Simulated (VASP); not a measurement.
InAs in VASP 6.6.1, single-point calculation

INCAR

```
LASPH = .TRUE.
EDIFF = 1E-7
NBANDS = 16
NSW = 0
LREAL = .FALSE.
IBRION = -1
PREC = Accurate
ISIF = 2
ALGO = Normal
ISMEAR = -1
GGA = PE
NELM = 97
LCHARG = .FALSE.
ENCUT = 520
SIGMA = 0.02
LWAVE = .FALSE.
```

KPOINTS

```
KPOINTS created by Atomic Simulation Environment
0
Gamma
8 8 8
0 0 0
```

POSCAR

```
In As
 1.0000000000000000
    -0.0000000000000000    2.8414336897063346    2.8414336897063346
     2.8414336897063346   -0.0000000000000000    2.8414336897063346
     2.8414336897063346    2.8414336897063346   -0.0000000000000000
 In  As
   1   1
Cartesian
 -0.0000000000000000 -0.0000000000000000 -0.0000000000000000
  2.8414336897063341  2.8414336897063341  2.8414336897063341
```

The recommended PBE PAW datasets give the neutral cell 18 valence electrons.

Command

```
mpirun -np 1 vasp_std
```

OSZICAR

```
N       E                     dE             d eps       ncg     rms          rms(c)
DAV:   1     0.112047752859E+03    0.11205E+03   -0.83600E+03   928   0.128E+03
DAV:   2    -0.648599181608E+00   -0.11270E+03   -0.10822E+03  1040   0.302E+02
DAV:   3    -0.733092718798E+01   -0.66823E+01   -0.66413E+01  1192   0.708E+01
DAV:   4    -0.748511512260E+01   -0.15419E+00   -0.15414E+00  1088   0.115E+01
DAV:   5    -0.749350265360E+01   -0.83875E-02   -0.83873E-02  1384   0.235E+00    0.383E+00
DAV:   6    -0.730416221165E+01    0.18934E+00   -0.32694E-01  1312   0.990E+00    0.206E+00
DAV:   7    -0.730082964365E+01    0.33326E-02   -0.38174E-02  1264   0.166E+00    0.777E-01
DAV:   8    -0.730081324689E+01    0.16397E-04   -0.29191E-03  1120   0.625E-01    0.108E-01
DAV:   9    -0.730095315176E+01   -0.13990E-03   -0.30832E-04  1256   0.223E-01    0.762E-02
DAV:  10    -0.730095504109E+01   -0.18893E-05   -0.19436E-05  1168   0.362E-02    0.463E-02
DAV:  11    -0.730095718928E+01   -0.21482E-05   -0.46104E-06  1176   0.194E-02    0.794E-03
DAV:  12    -0.730095707242E+01    0.11686E-06   -0.12032E-06  1152   0.148E-02    0.464E-03
DAV:  13    -0.730095688584E+01    0.18659E-06   -0.82060E-08   816   0.271E-03    0.311E-03
DAV:  14    -0.730095692979E+01   -0.43946E-07   -0.27748E-08   624   0.118E-03
   1 F= -.73009569E+01 E0= -.73001308E+01  d E =-.165227E-02
```

Standard output (part)

```
POSCAR found type information on POSCAR InAs
 POSCAR found :  2 types and       2 ions
 LDA part: xc-table for (Slater+PW92), standard interpolation
 POSCAR, INCAR and KPOINTS ok, starting setup
 WAVECAR not read
 entering main loop
```

From OUTCAR

```
k-points           NKPTS =     29   k-points in BZ     NKDIM =     29   number of bands    NBANDS=     16

   NELECT =      18.0000    total number of electrons

   dimension x,y,z NGX =    30 NGY =   30 NGZ =   30
   dimension x,y,z NGXF=    60 NGYF=   60 NGZF=   60

  energy-cutoff  :      520.00
  volume of cell :       45.88
      direct lattice vectors                 reciprocal lattice vectors
     0.000000000  2.841433690  2.841433690    -0.175967506  0.175967506  0.175967506
     2.841433690  0.000000000  2.841433690     0.175967506 -0.175967506  0.175967506
     2.841433690  2.841433690  0.000000000     0.175967506  0.175967506 -0.175967506

 k-points in reciprocal lattice and weights: KPOINTS created by Atomic Simulation Env
   0.00000000  0.00000000  0.00000000       0.002
   0.12500000  0.00000000  0.00000000       0.016
   0.25000000  0.00000000  0.00000000       0.016
   0.37500000  0.00000000  0.00000000       0.016
   0.50000000  0.00000000  0.00000000       0.008
   0.12500000  0.12500000  0.00000000       0.012
   0.25000000  0.12500000  0.00000000       0.047
   0.37500000  0.12500000  0.00000000       0.047
   ...

 E-fermi :   6.3427

 k-point     1 :       0.0000    0.0000    0.0000
  band No.  band energies     occupation
      1      -7.9968      2.00000
      2      -7.9968      2.00000
      3      -7.9738      2.00000
      4      -7.9738      2.00000
      5      -7.9738      2.00000
      6      -6.0205      2.00000
      7       5.9469      2.00000
      8       6.1133      1.99998
      9       6.1133      1.99998
     10       6.1133      1.99998
     11      13.5534      0.00000
     12      13.5534      0.00000
     13      13.5534      0.00000
     14      14.0384      0.00000
     15      14.0384      0.00000
     16      14.0384      0.00000

 k-point     2 :       0.1250    0.0000    0.0000
  band No.  band energies     occupation
      1      -8.0040      2.00000
      2      -8.0040      2.00000
      3      -7.9744      2.00000
      4      -7.9661      2.00000
      5      -7.9661      2.00000
      6      -5.8442      2.00000
      7       4.0101      2.00000
      8       6.1431      1.99991
      9       6.1431      1.99991
     10       7.7529      0.00000
     11      12.3860      0.00000
     12      12.7210      0.00000
     13      12.7210      0.00000
     14      13.9898      0.00000
     15      14.1114      0.00000
     16      14.1114      0.00000

 k-point     3 :       0.2500    0.0000    0.0000
  band No.  band energies     occupation
      1      -8.0244      2.00000
      2      -8.0244      2.00000
      3      -7.9768      2.00000
      4      -7.9440      2.00000
      5      -7.9440      2.00000
      6      -5.3420      2.00000
      7       2.0254      2.00000
      8       6.2484      1.98227
      9       6.2484      1.98227
     10       8.6207      0.00000
     11      11.2021      0.00000
     12      11.2021      0.00000
     13      11.5258      0.00000
     14      14.1944      0.00000
     15      15.1594      0.00000
     16      15.1594      0.00000

 ...

  Total        0.7295253      0.7295253      0.7295253      0.0000000      0.0000000     -0.0000000
  in kB       25.4746592     25.4746592     25.4746592      0.0000000      0.0000000     -0.0000000
  external PRESSURE =      25.4746592 kB  Pullay stress =       0.0000000 kB

 POSITION                                       TOTAL-FORCE (eV/Angst)
 -----------------------------------------------------------------------------------
      0.00000      0.00000      0.00000         0.000000      0.000000      0.000000
      2.84143      2.84143      2.84143        -0.000000     -0.000000      0.000000
 -----------------------------------------------------------------------------------
    total drift:                               -0.000000      0.000000      0.000000

  FREE ENERGIE OF THE ION-ELECTRON SYSTEM (eV)
  ---------------------------------------------------
  free  energy   TOTEN  =        -7.3009569298 eV

  energy  without entropy=       -7.2993046559  energy(sigma->0) =       -7.30013079
```

It converged. Results: gap between bands v and c on the k mesh -2.70 eV (bands overlap: a metal); least direct gap on the k mesh 0.00 eV; pressure 2.5 GPa. Band v is the last that the valence electrons fill when counted band by band, and c is the next.

For comparison, a separate PBE run of the intended cell, on usual settings and not on those above, gives a gap of -2.70 eV on its mesh and a pressure of 2.5 GPa.

The run above took about 10 s on one core of a shared host (Intel Xeon 6975P-C) and held 0.17 GiB at most.
